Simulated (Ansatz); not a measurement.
# Al: the cost of one run

Program: Ansatz 0.2.0. Level of theory: DFT PBE, scalar-relativistic, plane waves, PAW. These are calculated values, not measurements.

2 further runs of the same task are left out: 2 set aside as unsound or not needed.

## (1) The starting structure

Symmetry: F-43m, No. 216, cubic system. The conventional cell has a = 5.745 Å, b = 5.745 Å, c = 5.745 Å, α = 90.00°, β = 90.00°, γ = 90.00°. Ga (site symmetry -43m) has 4 As at 2.49 Å as nearest neighbours. As (site symmetry -43m) has 4 Ga at 2.49 Å as nearest neighbours.

As a file:

```
CELL_PARAMETERS angstrom
0.00000 2.87269 2.87269
2.87269 0.00000 2.87269
2.87269 2.87269 0.00000
ATOMIC_POSITIONS crystal
Ga 0.00000 0.00000 0.00000
As 0.75000 0.75000 0.75000
```

This cell was relaxed beforehand with the same method: volume 23.71 Å³/atom, gap on the mesh 0.16 eV.

## (2) The film's bulk: Al

Relaxed beforehand at this level: -537.4996 eV/atom, gap on the mesh none (metal).

```
Al
1.0
     0.00000    2.02031    2.02031
     2.02031    0.00000    2.02031
     2.02031    2.02031    0.00000
Al
1
Direct
  0.00000 0.00000 0.00000
```

The bulk reference of GaAs, the base, comes from a run made before at the same settings: -4319.9303 eV/atom.

## (3) Al strained to the base's plane

The (100) plane of Al is fitted to the (111) plane of GaAs, a strain of +0.5 % along x and +4.5 % along y; the third vector and the atoms relax.

The input, input.yaml:

```yaml
crystal:
  lattice:
    - [4.0626003656, 0.0, 0.0]
    - [-2.0313001828, 10.5549453661, 0.0]
    - [-2.0313001828, 0.0, 1.9613906599]
  atoms:
    - { symbol: Al, position: [0.4, 0.8, 0.0] }
    - { symbol: Al, position: [0.2, 0.4, 0.0] }
    - { symbol: Al, position: [0.8, 0.6, 0.0] }
    - { symbol: Al, position: [0.0, 0.0, 0.0] }
    - { symbol: Al, position: [0.6, 0.2, 0.0] }
basis:
  ecutwfc: 420
kpoints:
  mp_grid: { grid: [9, 4, 17] }
hamiltonian:
  xc: pbe
scf:
  occupations: { method: gaussian, width: 0.1 }
output:
  forces: true
  stress: true
  eigenvalues: true
relax:
  adjacent_minimum: "off"
  f_tol: 0.01
  max_steps: 50
  cell: { fix: [a, b, gamma], stress_tol: 0.1 }
```

Launch:

```
$ ansatz run input.yaml --threads 4 --pin off --max-ram 10240MiB --backend cpu --events-out ev --progress --plain --runs-dir out
```

**Question.** How long does this run take on 4 threads of Arm Neoverse V1, shared host, and how much memory does it need?

About 48 s, with a peak of 0.64 GiB.
